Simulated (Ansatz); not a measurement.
Chalcopyrite CuInS₂ was calculated with r²SCAN+rVV10 (Ansatz, a program for electronic structure, PAW).

Numerical settings: plane-wave cutoff 560 eV, 10×10×10 k mesh, Fermi–Dirac smearing 0.01 eV, no spin polarisation, scalar-relativistic PAW data made under PBE.

Properties against volume:

Shape and atoms are relaxed at each volume.

```csv
V (Å³/atom),P (GPa),direct gap at Γ (eV),c (Å),a (Å)
20.103,3.46,0.494,10.946,5.421
20.522,1.63,0.427,11.017,5.459
20.940,-0.01,0.362,11.084,5.498
21.359,-1.46,0.301,11.158,5.534
21.778,-2.76,0.243,11.226,5.571
```

A straight line through the gaps at Γ against ln V gives a volume deformation potential dE_g(Γ)/d ln V of -3.1 eV: the gap at Γ widens under compression.

Measured, for comparison: band gap 1.55 eV (temperature not stated, no zero-point or thermal correction, direct or pseudo-direct at Γ; as tabulated in Ghosh et al. (2024), arXiv:2401.16805).

Spin–orbit coupling is not included.
